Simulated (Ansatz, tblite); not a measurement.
# SrO with GFN2-xTB from a Python script

These are simulated results from tblite 0.8.0, not measurements. The cell was built from a prototype and was relaxed with r2SCAN in plane waves (Ansatz 0.2.0). Not every such cell is a known phase. All runs are without spin polarisation.

Space group P6_3/mmc (No. 194), hexagonal; conventional cell a = 3.563 Å, c = 6.255 Å, 17.19 Å³ an atom. Around Sr lie 6 O at 2.58 Å; around O lie 6 Sr at 2.58 Å.

tblite solves periodic systems at the zone centre alone, so the script builds a cluster of 3×3×2 conventional cells (72 atoms), which folds in a coarse mesh of k points.

The script, run.py:

```python
import json
from ase import Atoms
from ase.build import make_supercell
from ase.units import Bohr, GPa, Hartree
from tblite.interface import Calculator

atoms = Atoms(['Sr', 'Sr', 'O', 'O'],
              cell=[[3.563238, 0.0, 0.0], [-1.781619, 3.085855, 0.0], [0.0, 0.0, 6.255105]],
              scaled_positions=[[-0.0, -0.0, -0.0], [-0.0, -0.0, 0.5], [0.333333, 0.666667, 0.25], [0.666667, 0.333333, 0.75]],
              pbc=True)
cluster = make_supercell(atoms, [[3, 0, 0], [0, 3, 0], [0, 0, 2]])
calc = Calculator('GFN2-xTB', cluster.numbers, cluster.positions / Bohr, lattice=cluster.cell[:] / Bohr, periodic=cluster.pbc)
calc.set('temperature', 0.02 / Hartree)
calc.set('max-iter', 150)
res = calc.singlepoint()
levels = res.get('orbital-energies') * Hartree
nv = round(res.get('orbital-occupations').sum() / 2)
cells = len(cluster) // len(atoms)
out = {'energy_per_cell': res.get('energy') * Hartree / cells, 'homo': levels[nv - 1], 'lumo': levels[nv],
       'stress': (-res.get('virial') * Hartree / cluster.get_volume() / GPa).tolist(), 'charges': res.get('charges')[:len(atoms)].tolist(), 'electrons': 2 * nv / cells}
json.dump(out, open('results.json', 'w'))
for key, value in out.items():
    print(key, value)
```

Command: `python run.py`. It took 9.7 s on 1 thread of Arm Neoverse V1, with other jobs on the host, peak memory 0.12 GiB.

What it printed:

```
------------------------------------------------------------
  cycle        total energy    energy error   density error
------------------------------------------------------------
      1     -144.9938276737  -1.4547513E+02   5.5037263E-01
      2     -164.7616047592  -1.9767777E+01   1.8885019E-01
      3     -165.9660880183  -1.2044833E+00   7.8302487E-02
      4     -165.7259947626   2.4009326E-01   7.8989662E-02
      5     -166.0765763638  -3.5058160E-01   2.3582512E-02
      6     -165.8725134590   2.0406290E-01   5.1652585E-02
      7     -166.0192605698  -1.4674711E-01   3.3566837E-02
      8     -166.0759163172  -5.6655747E-02   2.3825330E-02
      9     -166.1244994613  -4.8583144E-02   9.1388912E-03
     10     -166.1300146778  -5.5152165E-03   4.3799704E-03
     11     -166.1308897009  -8.7502314E-04   2.4884550E-03
     12     -166.1308576131   3.2087805E-05   2.4390232E-03
     13     -166.1307951673   6.2445840E-05   2.4194291E-03
     14     -166.1307887550   6.4122515E-06   2.3871186E-03
     15     -166.1308132815  -2.4526462E-05   2.3158871E-03
     16     -166.1309319810  -1.1869956E-04   1.9523832E-03
     17     -166.1309531777  -2.1196671E-05   1.8731338E-03
     18     -166.1309979241  -4.4746337E-05   1.7026199E-03
     19     -166.1310060098  -8.0857917E-06   1.6694037E-03
     20     -166.1310690476  -6.3037794E-05   1.3878963E-03
     21     -166.1311426991  -7.3651501E-05   9.6119516E-04
     22     -166.1311426580   4.1098190E-08   9.6156697E-04
     23     -166.1311731010  -3.0442917E-05   7.1520763E-04
     24     -166.1312023140  -2.9213033E-05   3.2462756E-04
     25     -166.1312093734  -7.0594415E-06   8.3622858E-05
     26     -166.1312095882  -2.1478058E-07   6.2878880E-05
     27     -166.1312095457   4.2472834E-08   6.7529832E-05
     28     -166.1312096881  -1.4238913E-07   5.0267969E-05
     29     -166.1312097102  -2.2054252E-08   4.6997988E-05
     30     -166.1312096903   1.9922453E-08   4.9949418E-05
     31     -166.1312097482  -5.7957863E-08   4.1223323E-05
     32     -166.1312097430   5.1694258E-09   4.2171286E-05
     33     -166.1312097363   6.7601604E-09   4.3561214E-05
     34     -166.1312098142  -7.7911579E-08   2.7320981E-05
     35     -166.1312098125   1.6578383E-09   2.7943265E-05
     36     -166.1312098362  -2.3709021E-08   2.1106945E-05
     37     -166.1312098547  -1.8439067E-08   1.2289560E-05
------------------------------------------------------------

 total:                                   8.988 sec
energy_per_cell -251.14780455839457
homo -12.840861222173583
lumo -12.840860807405825
stress [[-8.971202761372611, -6.812756806035496e-05, -1.5218550722012155e-06], [-6.812756806045864e-05, -8.971353304492853, -1.9692447410865944e-06], [-1.5218550722237925e-06, -1.969244741138285e-06, 1.5252138574399652]]
charges [0.5141651375958833, 0.5141502405546649, -0.5141572937837686, -0.5141545578355877]
electrons 16.0
```

The cycle table is in hartree for the whole cluster, and the lines after it are in eV (the energy for one cell). The printed stress is in GPa and positive in compression, and the pressure is its mean diagonal.

GFN2-xTB gives no gap at the points read. On the same cell, plane-wave PBE (Ansatz, 12×12×4 k points and the special points) gives a gap of 3.44 eV and r2SCAN a gap of 3.98 eV; on shared hosts these took about 5.9 and 15 core-seconds on the 4-atom cell, against 9.7 for the script. Semilocal gaps usually lie below measured ones. This method closes a gap that PBE finds, a failure in kind.

The same script was run on cells scaled at fixed shape and fractional coordinates:

```
volume (Å³/atom)  energy (meV/atom)  pressure (GPa, positive in compression)  gap (eV)
           15.13              -27.8                                     2.41      0.04
           16.16              -26.7                                    -2.43      0.00
           17.19                0.0                                    -5.47      0.00
           18.23               44.1                                    -7.81      0.00
           19.26               98.5                                    -8.97      0.00
```

A Birch-Murnaghan fit puts the minimum at 15.60 Å³/atom, 9.3 % below the given cell, with a bulk modulus of 76 GPa at fixed shape.

xTB was fitted mostly to molecules, and a small cluster samples few k points, so gaps, pressures and kinks along a curve can be far from a solid's.
